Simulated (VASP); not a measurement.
**SnO in VASP: how settings move the PBE single point**

Aim: see what changed inputs do to the PBE single point of SnO in the zincblende structure, under -1.5 % strain along [111] alone. This is a trial cell built on a prototype, not taken from a measured structure, and it needn't be the compound's ground state.

Program: VASP 6.6.1. PAW datasets, plane waves. No spin polarisation (in the reference). The prototype was imposed, so other structures may be more stable.

## (1) The system as given

The cell comes from an earlier relaxation with r2SCAN in another program, then strained, with the atoms relaxed again. Some of the altered inputs switch spin polarisation on.

It is trigonal, R3m (No. 160); conventional cell a = 3.830 Å, c = 9.237 Å, 19.56 Å³ an atom. Around Sn lie 4 O at 2.33–2.35 Å; around O lie 4 Sn at 2.33–2.35 Å.

Coordinates:

```xyz
2
Lattice="-0.0278 2.6804 2.6804 2.6804 -0.0278 2.6804 2.6804 2.6804 -0.0278" Properties=species:S:1:pos:R:3 pbc="T T T"
Sn   -0.0124   -0.0124   -0.0124
O     1.3457    1.3457    1.3457
```

## (2) Baseline

File INCAR:

```
ENCUT = 520.000000
SIGMA = 0.020000
EDIFF = 1.00e-07
GGA = PE
PREC = Accurate
IBRION = -1
ISIF = 2
ISMEAR = -1
NBANDS = 17
NELM = 120
NSW = 0
LASPH = .TRUE.
LCHARG = .FALSE.
LWAVE = .FALSE.
LREAL = .FALSE.
```

File KPOINTS:

```
KPOINTS created by Atomic Simulation Environment
0
Gamma
8 8 8
0 0 0
```

File POSCAR:

```
Sn O
 1.0000000000000000
    -0.0278043378000000    2.6804103799000001    2.6804103799000001
     2.6804103799000001   -0.0278043378000000    2.6804103799000001
     2.6804103799000001    2.6804103799000001   -0.0278043378000000
 Sn  O
   1   1
Cartesian
 -0.0124362360378625 -0.0124362360378626 -0.0124362360378626
  1.3456903415378623  1.3456903415378623  1.3456903415378620
```

A file KPOINTS_OPT adds named points for the levels; it doesn't enter the self-consistent loop.

Potentials: the recommended PBE PAW datasets, 20 valence electrons.

Started as:

```console
mpirun -np 1 vasp_std
```

## (3) Try 1

Changes to INCAR since step 2:

```diff
@@ -3,4 +3,2 @@
 EDIFF = 1.00e-07
-GGA = PE
-PREC = Accurate
 IBRION = -1
@@ -15 +13,3 @@
 LREAL = .FALSE.
+PREC = Low
+GGA = PS
```

KPOINTS is that of step 2.

POSCAR is that of step 2.

## (4) Try 2

File INCAR:

```
ENCUT = 520.000000
EDIFF = 1.00e-07
GGA = PE
PREC = Accurate
IBRION = -1
ISIF = 2
NBANDS = 17
NSW = 0
LASPH = .TRUE.
LCHARG = .FALSE.
LWAVE = .FALSE.
LREAL = .FALSE.
NELMDL = -8
ISMEAR = -1
SIGMA = 0.5
NELM = 75
```

File KPOINTS:

```
KPOINTS created by Atomic Simulation Environment
0
Gamma
3 3 3
0 0 0
```

POSCAR is that of step 2.

## (5) Try 3

File INCAR:

```
ENCUT = 520.000000
SIGMA = 0.020000
EDIFF = 1.00e-07
PREC = Accurate
IBRION = -1
ISIF = 2
ISMEAR = -1
NBANDS = 17
NSW = 0
LASPH = .TRUE.
LCHARG = .FALSE.
LWAVE = .FALSE.
LREAL = .FALSE.
METAGGA = MBJ
NELM = 85
```

File KPOINTS:

```
KPOINTS created by Atomic Simulation Environment
0
Monkhorst-Pack
8 8 8
0 0 0
```

POSCAR is that of step 2.

## (6) Try 4

Changes to INCAR since step 2:

```diff
@@ -9,3 +9,2 @@
 NBANDS = 17
-NELM = 120
 NSW = 0
@@ -15 +14,4 @@
 LREAL = .FALSE.
+NELM = 77
+ISPIN = 2
+MAGMOM = 1.0
```

KPOINTS is that of step 2.

POSCAR is that of step 2.

**Question.** What will these runs give? Wanted: for each run, changed; ending; energy change; pressure; electronic steps; usable.

As calculated:

| run | changed | ending | energy change (meV/atom) | pressure (GPa) | gap on the mesh (eV; negative: overlap) | electronic steps | time | usable |
| --- | --- | --- | --- | --- | --- | --- | --- | --- |
| ref. | – | converged | 0 | 3.3 | -0.16 | 16 | 46 s | yes |
| 1 | PREC = Low, GGA = PS | converged | – | -0.4 | -0.17 | 14 | 22 s | no |
| 2 | NELMDL = -8, ISMEAR = -1, SIGMA = 0.5, NELM = 75, mesh 3×3×3 | converged | 27.6 | 2.9 | 1.36 | 17 | 7.5 s | no |
| 3 | METAGGA = MBJ, NELM = 85, shifted mesh | not converged | – | – | – | 85 | 4.8 min | no |
| 4 | ISPIN = 2, MAGMOM = 1 | refused | – | – | – | – | 0.8 s | no |

What this shows: Of 4 altered inputs, 2 gave no result, 2 ended normally on a faulty or unsound input.
